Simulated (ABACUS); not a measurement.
Ag in ABACUS: the effect of functional

Ag:

```
Ag
1.0
     2.98747    0.00000    0.00000
    -1.49373    2.58722    0.00000
     0.00000    0.00000    4.88395
Ag
2
Direct
  0.66667 0.33333 0.75000
  0.33333 0.66667 0.25000
```

This isn't the form of Ag at room conditions, which is fcc.

The cell isn't the ideal one: volume scaled by 1.06.

Alike in all runs:

```yaml
Program: ABACUS 3.10.1
Task: equation of state
Potentials_or_basis: SG15 ONCV 1.2 PBE
Cutoff: 1361 eV
Density_cutoff: 5442 eV
Basis: DZP LCAO (the cutoffs set its grid)
k_mesh: 7 × 7 × 4
Occupations: fermi-dirac, width 0.05 eV
Spin: no spin polarisation
```

One run gave: pressure -7.7 GPa. Which functional did it use?
A. PBEsol
B. LDA
C. SCAN
D. r2SCAN

D.

| functional | pressure (GPa) |
| --- | --- |
| LDA | -14.8 |
| PBEsol | -10.4 |
| SCAN | -8.7 |
| r2SCAN | -7.7 |

Caveats: the atomic orbitals were generated for these runs and aren't a published set; the potentials were made for another functional, which shifts forces and pressure; the basis of atomic orbitals isn't converged, which shifts pressures, moduli and gaps.
